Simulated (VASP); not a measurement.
CdS (Greenockite): relaxation of cell and atoms with PBEsol

CdS (Greenockite):

```
CELL_PARAMETERS angstrom
4.12919 0.00000 0.00000
-2.06459 3.57598 0.00000
0.00000 0.00000 6.73190
ATOMIC_POSITIONS crystal
Cd 0.33333 0.66667 0.99955
Cd 0.66667 0.33333 0.49955
S 0.33333 0.66667 0.37545
S 0.66667 0.33333 0.87545
```

| Item | Value |
| --- | --- |
| Program | VASP 6.6.1 |
| Task | relaxation of cell and atoms |
| Functional | PBEsol |
| Potentials or basis | VASP PAW PBE potentials, release 64 (Cd, S) |
| Cutoff | 600 eV |
| k mesh | 9 × 9 × 4 |
| Occupations | gaussian, width 0.03 eV |
| Spin | no spin polarisation |
| Further INCAR settings | ALGO = Normal; EDIFF = 1e-07; IBRION = 2; EDIFFG = -0.005; NSW = 90; ISIF = 3 |

- Energy gained by relaxing: 0.0 meV/atom
- Ionic steps: 5
- Pressure after relaxing: 0.0 GPa
- Band gap on the k mesh: 1.08 eV, direct

Forces in eV/Å, atoms in the order of the input:
```
Cd   0.000  0.000 -0.003
Cd   0.000  0.000 -0.003
S    0.000  0.000  0.003
S    0.000  0.000  0.003
```

Final structure:
```
Cd S
1.0
     4.13146    0.00000    0.00000
    -2.06573    3.57795    0.00000
     0.00000    0.00000    6.72462
Cd S
2 2
Direct
  0.33333 0.66667 0.99932
  0.66667 0.33333 0.49932
  0.33333 0.66667 0.37568
  0.66667 0.33333 0.87568
```

Levels at points of the mesh, in eV from the valence-band top:
```tsv
k point	band 15	band 16	band 17	band 18	band 19	band 20	band 21	band 22
(0.00, 0.00, 0.00)	-0.77	-0.05	0.00	0.00	1.08	2.68	6.38	6.38
(0.00, 0.00, 0.50)	-0.40	-0.40	-0.40	-0.40	2.75	2.75	6.07	6.07
```

Wall time 3.4 min on 2 MPI ranks on Intel(R) Xeon(R) Platinum 8259CL CPU @ 2.50GHz (Skylake/Cascade Lake), on a shared host, peak memory 0.29 GiB a rank.

Caveat: the PAW data sets were made with another functional, which shifts forces and pressure a little.
